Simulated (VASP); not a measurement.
In, 1 atom in the cell. Symmetry: I4/mmm, No. 139, tetragonal system. The conventional cell has a = 3.251 Å, b = 3.251 Å, c = 4.947 Å, α = 90.00°, β = 90.00°, γ = 90.00°. Around In (site symmetry 4/mmm) lie 12 In at 3.25 to 3.38 Å. 

```yaml
Program: VASP 6.6.1
Task: relaxation of cell and atoms
Functional: PBE
Potentials_or_basis: VASP PAW PBE potentials, release 64 (In)
Cutoff: 300 eV
k_mesh: 8 × 8 × 8
Occupations: methfessel-paxton, width 0.1 eV
Spin: no spin polarisation
Further_INCAR_settings: ALGO = Normal; EDIFF = 1e-06; IBRION = 2; EDIFFG = -0.01; NSW = 90; ISIF = 3
```

Potentials or basis: VASP PAW PBE potentials, release 64 (In).

Command:

```bash
$ cat potpaw_PBE.64/In/POTCAR > POTCAR
$ mpirun -np 1 vasp_std > vasp.out
```

Hardware: 1 thread of Intel(R) Xeon(R) 6975P-C (Granite Rapids), on a shared host.

Question: How long does it take, and how much memory?

Answer: Wall time 14 s on 1 thread of Intel(R) Xeon(R) 6975P-C (Granite Rapids) (shared host), peak memory 0.13 GiB. Counts: scf iterations 60, k points 59, ion steps 13.
